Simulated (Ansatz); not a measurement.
# Property card for TePb

These are results of DFT PBE, scalar-relativistic, plane waves, PAW in Ansatz, not measurements.

Cutoff 420 eV; k points 8×8×8 on the computed 2-atom cell (Γ-centred); Gaussian smearing, width 0.02 eV; no spin polarisation.

The structure is relaxed at this level of theory with its symmetry kept.

```cif
data_structure
_symmetry_space_group_name_H-M 'P 1'
_symmetry_Int_Tables_number 1
_cell_length_a 4.6472
_cell_length_b 4.6472
_cell_length_c 4.6472
_cell_angle_alpha 60.000
_cell_angle_beta 60.000
_cell_angle_gamma 60.000
_cell_volume 70.97
loop_
_atom_site_label
_atom_site_type_symbol
_atom_site_fract_x
_atom_site_fract_y
_atom_site_fract_z
_atom_site_occupancy
Te1 Te 0.50000 0.50000 0.50000 1
Pb1 Pb 0.00000 0.00000 0.00000 1
```

(1) Formation energy from the elements' standard states (uncorrected)?

(2) Kohn–Sham band gap?

(3) Löwdin character of the top 1 eV of the valence band?

(4) Löwdin character of the lowest 1 eV of the conduction band?

(5) Electron masses at the edge by Cartesian direction of the standard setting (m_e; degenerate bands sorted by energy; no spin-orbit coupling)?

(6) Hole masses at the edge by Cartesian direction of the standard setting (m_e; degenerate bands sorted by energy; no spin-orbit coupling)?

(7) Bulk modulus?

(8) Its pressure derivative?

(9) Bader charges (e)?

Spin-orbit coupling is left out, which matters for the bands of heavy elements.

Answers

(1) -0.408 eV/atom.

(2) 0.83 eV, direct at L.

(3) Te 5p 78 %, Pb 6p 11 %, Pb 6s 9 %.

(4) Pb 6p 79 %, Te 5s 9 %, Te 5p 8 %.

(5) x: 0.14; y: 0.14; z: 0.14.

(6) x: 0.13; y: 0.13; z: 0.13.

(7) 39 GPa.

(8) 4.6.

(9) Te (1 in the cell) -0.71, Pb (1 in the cell) 0.71.